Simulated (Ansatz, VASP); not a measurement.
# Ti in VASP and in Ansatz

```
CELL_PARAMETERS angstrom
0.00000 2.05545 2.05545
2.05545 0.00000 2.05545
2.05545 2.05545 0.00000
ATOMIC_POSITIONS crystal
Ti 0.00000 0.00000 0.00000
```

Alike in both runs: task relaxation of cell and atoms; functional PBE; k mesh 24 × 24 × 24; occupations gaussian, width 0.1 eV; no spin polarisation.

|  | VASP | Ansatz |
| --- | --- | --- |
| version | VASP 6.6.1 | Ansatz 0.2.0 |
| potentials or method | VASP PAW PBE potentials, release 64 (Ti_sv) | scalar-relativistic, plane waves, PAW |
| plane-wave cutoff (eV) | 600 | 420 |
| valence electrons in the cell | 12 | 12 |

VASP gave:

```
gap on the k mesh at the Fermi level, each at its own relaxed structure (eV) : none
relaxed volume (Å³/atom)                                                     : 17.34
relaxed cell length with the largest relative difference (Å)                 : 2.905
```

Question: Which values does Ansatz return?

Answer: gap on the k mesh at the Fermi level, each at its own relaxed structure (eV): none; relaxed volume (Å³/atom): 17.38; relaxed cell length with the largest relative difference (Å): 2.908.

A gap of «none» marks a metal or a gap that the smearing closes.
